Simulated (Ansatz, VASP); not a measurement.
**Two plane-wave programs on Ta**

The input INCAR:

```
PREC = Accurate
ENCUT = 520
EDIFF = 1E-6
ISMEAR = 0
SIGMA = 0.15
LREAL = F
LASPH = T
NELM = 100
ALGO = Normal
ISIF = 2
LWAVE = F
LCHARG = F
GGA = PS
NBANDS = 12
```

File KPOINTS:

```
Automatic mesh
0
Gamma
  22 22 22
```

Contents of POSCAR:

```
Ta
1.0
   -0.8737478697      1.7474957394      1.7474957394
    1.7474957394     -0.8737478697      1.7474957394
    1.7474957394      1.7474957394     -0.8737478697
Ta
1
Direct
    0.0000000000      0.0000000000      0.0000000000
```

Input for Ansatz:

```yaml
crystal:
  lattice:
    - [-0.8737478697, 1.7474957394, 1.7474957394]
    - [1.7474957394, -0.8737478697, 1.7474957394]
    - [1.7474957394, 1.7474957394, -0.8737478697]
  atoms:
    - { symbol: Ta, position: [0.0, 0.0, 0.0] }
basis:
  ecutwfc: 420
kpoints:
  mp_grid: { grid: [22, 22, 22] }
hamiltonian:
  xc: pbesol
scf:
  occupations: { method: gaussian, width: 0.15 }
output:
  forces: true
  stress: true
  eigenvalues: true
```

Alike in both runs: task single point; functional PBEsol; k mesh 22 × 22 × 22; occupations gaussian, width 0.15 eV; no spin polarisation.

```csv
,VASP,Ansatz
version,VASP 6.6.1,Ansatz 0.2.0
potentials or method,"VASP PAW PBE potentials, release 64 (Ta_pv)","scalar-relativistic, plane waves, PAW"
plane-wave cutoff (eV),520,420
valence electrons in the cell,11,13
```

```csv
,VASP,Ansatz,Ansatz less VASP
gap on the k mesh at the Fermi level (eV),none,none,-
pressure (GPa),19.0,18.6,-0.42
```

A gap of «none» marks a metal or a gap that the smearing closes. The two sets of potentials don't hold the same shells in valence.

Caveats: so large a pressure means that the cell lies far from this level's equilibrium, or that cutoff or potentials fall short (VASP); the potentials were made for another functional, which shifts forces and pressure (VASP). The runs have no spin-orbit coupling, so splittings on Ta are missing.
